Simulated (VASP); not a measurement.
# TePb (Pm-3m) in VASP: a series of runs

The runs below take TePb through single point, with PBE+D3(BJ), r2SCAN+D3(BJ).

Everything below comes from runs of VASP 6.6.1. Logs are shortened: lines on timing, memory, paths and dates and some standing lists are left out, and cuts for length are marked.

## 1. The structure

The structure is cubic, space group Pm-3m (No. 221). Conventional cell: a = 4.002 Å, b = 4.002 Å, c = 4.002 Å, α = 90.00°, β = 90.00°, γ = 90.00°. Te (site symmetry m-3m) has 8 Pb at 3.47 Å as nearest neighbours. Around Pb (site symmetry m-3m) lie 8 Te at 3.47 Å.

Measurements of this composition are mostly on another form, of space group No. 225.

## 2. Single point, PBE+D3(BJ)

File INCAR:

```
SYSTEM = TePb
  PREC = Accurate
  ENCUT = 520
  EDIFF = 1E-7
  ISMEAR = 0
  SIGMA = 0.05
  LREAL = .False.
  LASPH = .True.
  NELM = 100
  ALGO = Fast
  ISIF = 2
  LWAVE = .False.
  LCHARG = .False.
  GGA = PE
  IVDW = 12
  NBANDS = 17
```

File KPOINTS:

```
Automatic mesh
0
Gamma
  6 6 6
  0 0 0
```

File POSCAR:

```
TePb
1.0
    4.0022870000      0.0000000000      0.0000000000
    0.0000000000      4.0022870000      0.0000000000
    0.0000000000      0.0000000000      4.0022870000
Te Pb
1 1
Direct
    0.5000000000      0.5000000000      0.5000000000
    0.0000000000      0.0000000000      0.0000000000
```

Potentials or basis: VASP PAW PBE potentials, release 64 (Te, Pb_d).

Run with:

```sh
cat potpaw_PBE.64/Te/POTCAR potpaw_PBE.64/Pb_d/POTCAR > POTCAR
mpirun -np 1 vasp_std > vasp.out
```

OUTCAR:

```text
SYSTEM = TePb
   PREC = Accurate
   ENCUT = 520
   EDIFF = 1E-7
   ISMEAR = 0
   LREAL = .False.
   LASPH = .True.
   NELM = 100
   ISIF = 2
   GGA = PE
   IVDW = 12
 IVDW          = 12

 ion  position               nearest neighbor table
   1  0.500  0.500  0.500-   2 3.47   2 3.47   2 3.47   2 3.47   2 3.47   2 3.47   2 3.47   2 3.47

   2  0.000  0.000  0.000-   1 3.47   1 3.47   1 3.47   1 3.47   1 3.47   1 3.47   1 3.47   1 3.47

  LATTYP: Found a simple cubic cell.
 ALAT       =     4.0022870000

  Lattice vectors:

 A1 = (   4.0022870000,   0.0000000000,   0.0000000000)
 A2 = (   0.0000000000,   4.0022870000,   0.0000000000)
 A3 = (   0.0000000000,   0.0000000000,   4.0022870000)

Analysis of symmetry for initial positions (statically):
=====================================================================
 Subroutine PRICEL returns:
 Original cell was already a primitive cell.

 Routine SETGRP: Setting up the symmetry group for a
 simple cubic supercell.

 Subroutine GETGRP returns: Found 48 space group operations
 (whereof 48 operations were pure point group operations)
 out of a pool of 48 trial point group operations.

The static configuration has the point symmetry O_h .

Analysis of symmetry for dynamics (positions and initial velocities):
=====================================================================
 Subroutine PRICEL returns:
 Original cell was already a primitive cell.

 Routine SETGRP: Setting up the symmetry group for a
 simple cubic supercell.

 Subroutine GETGRP returns: Found 48 space group operations
 (whereof 48 operations were pure point group operations)
 out of a pool of 48 trial point group operations.

The dynamic configuration has the point symmetry O_h .

 Subroutine INISYM returns: Found 48 space group operations
 (whereof 48 operations are pure point group operations),
 and found     1 'primitive' translations

----------------------------------------------------------------------------------------

                                     Primitive cell

  volume of cell :      64.1098

  direct lattice vectors                    reciprocal lattice vectors
     4.002287000  0.000000000  0.000000000     0.249857144  0.000000000  0.000000000
     0.000000000  4.002287000  0.000000000     0.000000000  0.249857144  0.000000000
     0.000000000  0.000000000  4.002287000     0.000000000  0.000000000  0.249857144

[... 77 lines left out ...]
   NELM   =    100;   NELMIN=  2; NELMDL= -5     # of ELM steps
   EDIFF  = 0.1E-06   stopping-criterion for ELM
   LREAL  =      F    real-space projection
   EDIFFG = 0.1E-05   stopping-criterion for IOM
   NSW    =      0    number of steps for IOM
   IBRION =     -1    ionic relax: 0-MD 1-quasi-New 2-CG
   NFREE  =      0    steps in history (QN), initial steepest desc. (CG)
   ISIF   =      2    stress and relaxation
   ISYM   =      2    0-nonsym 1-usesym 2-fastsym
   POTIM  = 0.5000    time-step for ionic-motion
   TEBEG  =    0.0;   TEEND  =   0.0 temperature during run
   PSTRESS=    0.0 pullay stress
   NELECT =      20.0000    total number of electrons
   NUPDOWN=      -1.0000    fix difference up-down
   EMIN   =  10.00;   EMAX   =-10.00  energy-range for DOS
   EFERMI =   0.00;   METHOD = LEGACY
   ISMEAR =     0;   SIGMA  =   0.05  broadening in eV -4-tet -1-fermi 0-gaus
   EFERMI_NEDOS =   21; number of points for ismear=-14 and -15
   IALGO  =     68    algorithm
   IMIX   =      4    mixing-type and parameters
     AMIX     =   0.40;   BMIX     =  1.00
     AMIX_MAG =   1.60;   BMIX_MAG =  1.00
  volume/ion in A,a.u.               =      32.05       216.32
  Fermi-wavevector in a.u.,A,eV,Ry     =   1.110307  2.098177 16.773027  1.232783
  Thomas-Fermi vector in A             =   2.246857
   LORBIT       =      0    0 simple, 1 ext, 2 COOP (PROOUT), +10 PAW based schemes
   GGA     = PE    functional components
   LHFCALC =     F    Hartree Fock is set to
   AEXX    =    0.0000 exact exchange contribution
   IVDW    =    12    specifies the selected vdW correction
   LEPSILON=     F    determine dielectric tensor
   LRPA    =     F    only Hartree local field effects (RPA)
 non-spin polarized calculation
 RMM-DIIS sequential band-by-band and
 Gauss-broadening in eV      SIGMA  =   0.05
  energy-cutoff  :      520.00
  volume of cell :       64.11
 maximum number of plane-waves:      1755
 NGX is ok and might be reduce to    30
   NGX = 15   NGY = 15   NGZ = 15

 number of electron      20.0000009 magnetization

 Free energy of the ion-electron system (eV)
  ---------------------------------------------------
  ext. energy  EPLUGINS =         0.00000000
  ---------------------------------------------------
  free energy    TOTEN  =        -7.07939544 eV

  energy without entropy =       -7.07842694  energy(sigma->0) =       -7.07891119

 E-fermi :   6.3760     XC(G=0):  -9.6863

 val. band max:        6.2919599569   @ k =   0.5000   0.1667   0.0000
 cond. band min:       6.3986703553   @ k =   0.1667   0.1667   0.1667
 fundamental gap:      0.1067103984
 Fermi energy:         6.3759618659

 k-point     1 :       0.0000    0.0000    0.0000
  band No.  band energies     occupation
      1     -10.7468      2.00000
      2     -10.7468      2.00000
      3     -10.6642      2.00000
      4     -10.6642      2.00000
      5     -10.6642      2.00000
      6      -5.7908      2.00000
[... 377 lines left out ...]
      4     -10.6344      2.00000
      5     -10.6344      2.00000
      6      -3.3674      2.00000
[... 9 lines left out ...]
     16      19.9268      0.00000
     17      21.2278      0.00000

------------------------ aborting loop because EDIFF is reached ----------------------------------------

 Edisp (eV)   -0.84431

 E8    (eV) :    -0.4070

  FORCE on cell =-STRESS in cart. coord.  units (eV):
  Direction    XX          YY          ZZ          XY          YZ          ZX
  --------------------------------------------------------------------------------------
  -------------------------------------------------------------------------------------
  Total      -0.81877    -0.81877    -0.81877     0.00000    -0.00000     0.00000
  in kB     -20.46189   -20.46189   -20.46189     0.00000    -0.00000     0.00000
  external pressure =      -20.46 kB  Pullay stress =        0.00 kB

 VOLUME and BASIS-vectors are now :
 -----------------------------------------------------------------------------
  energy-cutoff  :      520.00
  volume of cell :       64.11
      direct lattice vectors                 reciprocal lattice vectors
     4.002287000  0.000000000  0.000000000     0.249857144  0.000000000  0.000000000
     0.000000000  4.002287000  0.000000000     0.000000000  0.249857144  0.000000000
     0.000000000  0.000000000  4.002287000     0.000000000  0.000000000  0.249857144

 POSITION                                       TOTAL-FORCE (eV/Angst)
 -----------------------------------------------------------------------------------
      2.00114      2.00114      2.00114         0.000000      0.000000      0.000000
      0.00000      0.00000      0.00000         0.000000      0.000000      0.000000
 -----------------------------------------------------------------------------------
    total drift:                                0.000000     -0.000000     -0.000000

  FREE ENERGIE OF THE ION-ELECTRON SYSTEM (eV)
  ---------------------------------------------------
  free  energy   TOTEN  =        -7.9237058714 eV

  energy  without entropy=       -7.9227373695  energy(sigma->0) =       -7.92322162
```

OSZICAR:

```text
N       E                     dE             d eps       ncg     rms          rms(c)
DAV:   1     0.153545031861E+03    0.15355E+03   -0.90585E+03   680   0.113E+03
DAV:   2     0.253724541819E+01   -0.15101E+03   -0.14596E+03   729   0.296E+02
DAV:   3    -0.700470879933E+01   -0.95420E+01   -0.93341E+01   901   0.808E+01
DAV:   4    -0.724938402218E+01   -0.24468E+00   -0.24455E+00   910   0.142E+01
DAV:   5    -0.725641619367E+01   -0.70322E-02   -0.70320E-02   955   0.209E+00    0.348E+00
RMM:   6    -0.708054329907E+01    0.17587E+00   -0.16876E-01   761   0.272E+00    0.214E+00
RMM:   7    -0.707894777502E+01    0.15955E-02   -0.29626E-02   971   0.144E+00    0.110E+00
RMM:   8    -0.707918012068E+01   -0.23235E-03   -0.59071E-03   843   0.722E-01    0.557E-02
RMM:   9    -0.707934331595E+01   -0.16320E-03   -0.16247E-03  1046   0.340E-01    0.631E-02
RMM:  10    -0.707938341419E+01   -0.40098E-04   -0.33902E-04   989   0.152E-01    0.558E-02
RMM:  11    -0.707939530818E+01   -0.11894E-04   -0.56292E-05   950   0.620E-02    0.208E-02
RMM:  12    -0.707939516985E+01    0.13833E-06   -0.10298E-05   974   0.282E-02    0.418E-03
RMM:  13    -0.707939532631E+01   -0.15646E-06   -0.21024E-06   985   0.120E-02    0.169E-03
RMM:  14    -0.707939554261E+01   -0.21630E-06   -0.35646E-07   624   0.520E-03    0.186E-03
RMM:  15    -0.707939543126E+01    0.11135E-06   -0.73054E-08   471   0.313E-03    0.579E-04
RMM:  16    -0.707939543787E+01   -0.66029E-08   -0.35248E-08   458   0.206E-03
   1 F= -.79237059E+01 E0= -.79232216E+01  d E =-.968502E-03
```

Wall time 27 s (1 thread of Intel Xeon Platinum 8259CL at 2.50GHz (Skylake/Cascade Lake), shared host); peak memory 0.18 GiB.

What came out:

```
Free energy                : -7.9237 eV
Pressure                   : -2.0 GPa
Band gap on the k mesh     : none (metal or under the smearing width)
Dispersion energy per atom : -0.422 eV
```

Caveat: pairwise dispersion overbinds metals, which lowers pressure and volume. Spin-orbit coupling is left out, which matters for the levels of Pb, Te.

## 3. Single point, r2SCAN+D3(BJ)

This run uses another cell than the first one, of 31.06 Å³/atom, 0.969 times its volume.

File POSCAR:

```
TePb
1.0
    3.9605085169      0.0000000000      0.0000000000
    0.0000000000      3.9605085169      0.0000000000
    0.0000000000      0.0000000000      3.9605085169
Te Pb
1 1
Direct
    0.5000000000      0.5000000000      0.5000000000
    0.0000000000      0.0000000000      0.0000000000
```

File INCAR.step1:

```
PREC = Accurate
ENCUT = 520
ISMEAR = 0
SIGMA = 0.05
LREAL = F
LASPH = T
NELM = 100
NBANDS = 17
GGA = PE
ALGO = Normal
EDIFF = 1E-4
LWAVE = T
LCHARG = F
```

File INCAR.step2:

```
PREC = Accurate
ENCUT = 520
EDIFF = 1E-7
ISMEAR = 0
SIGMA = 0.05
LREAL = F
LASPH = T
NELM = 100
ALGO = Normal
ISIF = 2
LWAVE = F
LCHARG = F
METAGGA = R2SCAN
LMIXTAU = T
IVDW = 12
VDW_S6 = 1.0
VDW_S8 = 0.78981345
VDW_A1 = 0.49484001
VDW_A2 = 5.73083694
NBANDS = 17
ISTART = 1
```

File KPOINTS:

```
regular mesh
0
Gamma
  8 8 8
```

Potentials or basis: VASP PAW PBE potentials, release 64 (Te, Pb_d).

Run with:

```sh
cat potpaw_PBE.64/Te/POTCAR potpaw_PBE.64/Pb_d/POTCAR > POTCAR
cp INCAR.step1 INCAR
mpirun -np 1 vasp_std > vasp.out
cp INCAR.step2 INCAR
mpirun -np 1 vasp_std > vasp.out
```

Wall time 2.4 min (1 thread of Intel Xeon Platinum 8259CL at 2.50GHz (Skylake/Cascade Lake), shared host); peak memory 0.19 GiB.

Results (log left out):

* Free energy: -82.5592 eV
* Pressure: 0.0 GPa
* Band gap on the k mesh: none (metal or under the smearing width)
* Dispersion energy per atom: -0.205 eV

Levels at points of the mesh, in eV from the Fermi level:
| k point | band 8 | band 9 | band 10 | band 11 | band 12 | band 13 |
| --- | --- | --- | --- | --- | --- | --- |
| (0.00, 0.00, 0.00) | -1.73 | -1.73 | -1.73 | 4.45 | 4.45 | 5.77 |
| (0.50, 0.00, 0.00) | -0.71 | -0.19 | -0.19 | 0.57 | 2.52 | 2.52 |
| (0.50, 0.50, 0.00) | -4.69 | -4.69 | 0.20 | 3.81 | 4.13 | 4.13 |
| (0.50, 0.50, 0.50) | -2.66 | -2.66 | -2.66 | -0.99 | -0.99 | -0.99 |

Caveat: the PAW data sets were made with another functional, which shifts forces and pressure a little; pairwise dispersion overbinds metals, which lowers pressure and volume.

## 4. Single point, r2SCAN+D3(BJ)

This run uses another cell than the first one, of 28.58 Å³/atom, 0.891 times its volume.

File POSCAR:

```
TePb
1.0
    3.8519463297      0.0000000000      0.0000000000
    0.0000000000      3.8519463297      0.0000000000
    0.0000000000      0.0000000000      3.8519463297
Te Pb
1 1
Direct
    0.5000000000      0.5000000000      0.5000000000
    0.0000000000      0.0000000000      0.0000000000
```

File INCAR.step1:

```
ALGO = Normal
EDIFF = 1E-4
ENCUT = 520
GGA = PE
ISMEAR = 0
LASPH = True
LCHARG = False
LREAL = False
LWAVE = True
NBANDS = 17
NELM = 100
PREC = Accurate
SIGMA = 0.05
```

File INCAR.step2:

```
ALGO = Normal
EDIFF = 1E-6
ENCUT = 520
ISIF = 2
ISMEAR = 0
ISTART = 1
IVDW = 12
LASPH = True
LCHARG = True
LELF = True
LMIXTAU = True
LREAL = False
LVHAR = True
LWAVE = False
METAGGA = R2SCAN
NBANDS = 17
NELM = 100
PREC = Accurate
SIGMA = 0.05
VDW_A1 = 0.49484001
VDW_A2 = 5.73083694
VDW_S6 = 1.0
VDW_S8 = 0.78981345
```

File KPOINTS:

```
k-points
0
Gamma
  10 10 10
```

Run with:

```sh
cat potpaw_PBE.64/Te/POTCAR potpaw_PBE.64/Pb_d/POTCAR > POTCAR
cp INCAR.step1 INCAR
mpirun -np 1 vasp_std > vasp.out
cp INCAR.step2 INCAR
mpirun -np 1 vasp_std > vasp.out
```

Run time: 3 min. Hardware: 1 thread of Intel Xeon Platinum 8259CL at 2.50GHz (Skylake/Cascade Lake), shared host; peak memory 0.21 GiB.

It converged, with:

```
Free energy                : -82.4970 eV
Pressure                   : 4.3 GPa
Band gap on the k mesh     : none (metal or under the smearing width)
Dispersion energy per atom : -0.223 eV
```

Levels at points of the mesh, in eV from the Fermi level:
| k point | band 6 | band 7 | band 8 | band 9 | band 10 | band 11 | band 12 | band 13 | band 14 | band 15 |
| --- | --- | --- | --- | --- | --- | --- | --- | --- | --- | --- |
| (0.00, 0.00, 0.00) | -13.38 | -6.41 | -1.89 | -1.89 | -1.89 | 4.39 | 4.39 | 6.45 | 6.45 | 6.45 |
| (0.50, 0.00, 0.00) | -11.66 | -9.78 | -0.45 | -0.15 | -0.15 | 0.79 | 2.67 | 2.67 | 5.69 | 7.64 |
| (0.50, 0.50, 0.00) | -10.59 | -8.19 | -5.15 | -5.15 | 0.28 | 4.17 | 4.49 | 4.49 | 6.96 | 8.02 |
| (0.50, 0.50, 0.50) | -10.09 | -7.20 | -2.91 | -2.91 | -2.91 | -1.20 | -1.20 | -1.20 | 16.05 | 16.05 |

Caveat: the PAW data sets were made with another functional, which shifts forces and pressure a little; pairwise dispersion overbinds metals, which lowers pressure and volume.

## 5. The runs side by side

| level | cell | k mesh | gap on the mesh (eV) | pressure (GPa) |
| --- | --- | --- | --- | --- |
| PBE+D3(BJ) | Pm-3m, 32.05 Å³/atom | 6 × 6 × 6 | none | -2.0 |
| r2SCAN+D3(BJ) | Pm-3m, 31.06 Å³/atom | 8 × 8 × 8 | none | 0.0 |
| r2SCAN+D3(BJ) | Pm-3m, 28.58 Å³/atom | 10 × 10 × 10 | none | 4.3 |

Alike in all rows: task single point; potentials or basis VASP PAW PBE potentials, release 64 (Te, Pb_d); no spin polarisation; cutoff (eV) 520; smearing gaussian 0.05 eV.

Every run on the cell as given and a fine mesh finds a metal. The pressure there spans -2.0 GPa (PBE+D3(BJ)) to 4.3 GPa (r2SCAN+D3(BJ)); a positive pressure means that this level wants a larger cell, a negative one a smaller.

Caveats: pairwise dispersion overbinds metals, which lowers pressure and volume; the PAW data sets were made with another functional, which shifts forces and pressure a little (some runs).

Absolute energies hang on the potentials; compare differences alone.
